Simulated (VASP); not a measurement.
Here is a VASP 6.6.1 calculation.

Contents of INCAR:

```
PREC     = Accurate       # precision mode
ENCUT    = 400            # plane-wave cutoff, eV
EDIFF    = 1E-6           # SCF threshold, eV
ISMEAR   = 0              # smearing method
SIGMA    = 0.1            # smearing width, eV
LREAL    = False          # projectors in reciprocal space
LASPH    = True           # aspherical terms in the spheres
NELM     = 100            # most SCF steps
ALGO     = Fast           # electronic algorithm
ISIF     = 2              # what is computed and relaxed
LWAVE    = False          # write WAVECAR
LCHARG   = False          # write CHGCAR
GGA      = PE             # functional
ICORELEVEL= 1            
KPAR     = 4
```

Contents of KPOINTS:

```
regular mesh
0
Gamma
  4 4 5
```

POSCAR

```
ZrB2
1.0
    9.5010000000      0.0000000000      0.0000000000
   -4.7505000000      8.2281073614      0.0000000000
    0.0000000000      0.0000000000      7.0620000000
Zr B
18 36
Direct
    0.0000000000      0.0000000000      0.0000000000
    0.0000000000      0.0000000000      0.5000000000
    0.0000000000      0.3333333333      0.0000000000
    0.0000000000      0.3333333333      0.5000000000
    0.0000000000      0.6666666667      0.0000000000
    0.0000000000      0.6666666667      0.5000000000
    0.3333333333      0.0000000000      0.0000000000
    0.3333333333      0.0000000000      0.5000000000
    0.3333333333      0.3333333333      0.0000000000
    0.3333333333      0.3333333333      0.5000000000
    0.3333333333      0.6666666667      0.0000000000
    0.3333333333      0.6666666667      0.5000000000
    0.6666666667      0.0000000000      0.0000000000
    0.6666666667      0.0000000000      0.5000000000
    0.6666666667      0.3333333333      0.0000000000
    0.6666666667      0.3333333333      0.5000000000
    0.6666666667      0.6666666667      0.0000000000
    0.6666666667      0.6666666667      0.5000000000
    0.1111111111      0.2222222222      0.2500000000
    0.2222222222      0.1111111111      0.2500000000
    0.1111111111      0.2222222222      0.7500000000
    0.2222222222      0.1111111111      0.7500000000
    0.1111111111      0.5555555556      0.2500000000
    0.2222222222      0.4444444444      0.2500000000
    0.1111111111      0.5555555556      0.7500000000
    0.2222222222      0.4444444444      0.7500000000
    0.1111111111      0.8888888889      0.2500000000
    0.2222222222      0.7777777778      0.2500000000
    0.1111111111      0.8888888889      0.7500000000
    0.2222222222      0.7777777778      0.7500000000
    0.4444444444      0.2222222222      0.2500000000
    0.5555555556      0.1111111111      0.2500000000
    0.4444444444      0.2222222222      0.7500000000
    0.5555555556      0.1111111111      0.7500000000
    0.4444444444      0.5555555556      0.2500000000
    0.5555555556      0.4444444444      0.2500000000
    0.4444444444      0.5555555556      0.7500000000
    0.5555555556      0.4444444444      0.7500000000
    0.4444444444      0.8888888889      0.2500000000
    0.5555555556      0.7777777778      0.2500000000
    0.4444444444      0.8888888889      0.7500000000
    0.5555555556      0.7777777778      0.7500000000
    0.7777777778      0.2222222222      0.2500000000
    0.8888888889      0.1111111111      0.2500000000
    0.7777777778      0.2222222222      0.7500000000
    0.8888888889      0.1111111111      0.7500000000
    0.7777777778      0.5555555556      0.2500000000
    0.8888888889      0.4444444444      0.2500000000
    0.7777777778      0.5555555556      0.7500000000
    0.8888888889      0.4444444444      0.7500000000
    0.7777777778      0.8888888889      0.2500000000
    0.8888888889      0.7777777778      0.2500000000
    0.7777777778      0.8888888889      0.7500000000
    0.8888888889      0.7777777778      0.7500000000
```

Potentials or basis: VASP PAW PBE potentials, release 64 (Zr_sv, B).

Launch:

```bash
$ cat potpaw_PBE.64/Zr_sv/POTCAR potpaw_PBE.64/B/POTCAR > POTCAR
$ mpirun -np 4 vasp_std > vasp.out
```

Problem. What does it give for the pressure?

Solution. 1.4 GPa.

Problem. What does it give for the band gap on the k mesh?

Solution. None (metal or under the smearing width).

Core levels (eV, on the scale of the bands):
```tsv
atom	levels
1 Zr	1s -17805.3, 2s -2452.6, 2p -2185.1, 3s -387.9, 3p -300.8, 3d -157.9
2 Zr	1s -17805.3, 2s -2452.6, 2p -2185.1, 3s -387.9, 3p -300.8, 3d -157.9
3 Zr	1s -17805.3, 2s -2452.6, 2p -2185.1, 3s -387.9, 3p -300.8, 3d -157.9
4 Zr	1s -17805.3, 2s -2452.6, 2p -2185.1, 3s -387.9, 3p -300.8, 3d -157.9
5 Zr	1s -17805.3, 2s -2452.6, 2p -2185.1, 3s -387.9, 3p -300.8, 3d -157.9
6 Zr	1s -17805.3, 2s -2452.6, 2p -2185.1, 3s -387.9, 3p -300.8, 3d -157.9
```
